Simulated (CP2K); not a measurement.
**Na under changes of volume**

One of the cells (39.256 Å³/atom); the others are scaled copies at fixed shape and fractional positions:

```
Na
1.0
     3.70832    0.00000    0.00000
    -1.23611    3.49624    0.00000
    -1.23611   -1.74812    3.02783
Na
1
Direct
  0.00000 0.00000 0.00000
```

- Program: CP2K 2026.2
- Functional: LDA
- Potentials or basis: GTH_POTENTIALS Na GTH-PADE-q9; TZVP-MOLOPT-PBE-GTH basis
- Density cutoff: 18368 eV
- k mesh: 9 × 9 × 9
- Occupations: fermi-dirac, width 0.05 eV
- Spin: no spin polarisation

```csv
volume (Å³/atom),energy over the lowest point (meV/atom),pressure (GPa)
36.901,0.00,-0.7
37.686,3.89,-0.9
38.471,?,?
39.256,13.40,-1.1
40.041,19.21,-1.2
40.827,25.14,-1.2
41.612,31.46,-1.3
```

Task: What does the run at 38.471 Å³/atom give?

Result: Energy over the lowest point 8.38 meV/atom; pressure -1.0 GPa.

Worked out: A Birch-Murnaghan fit of order 3 (a polynomial in V^(-2/3)) to the other rows has no minimum within the range. It gives 8.37 meV/atom at 38.471 Å³/atom, against the run's 8.38, and -dE/dV = -1.0 GPa, against -1.0.

Energies are extrapolated to zero smearing.

Caveats: the basis of atomic orbitals isn't converged, which shifts pressures, moduli and gaps.
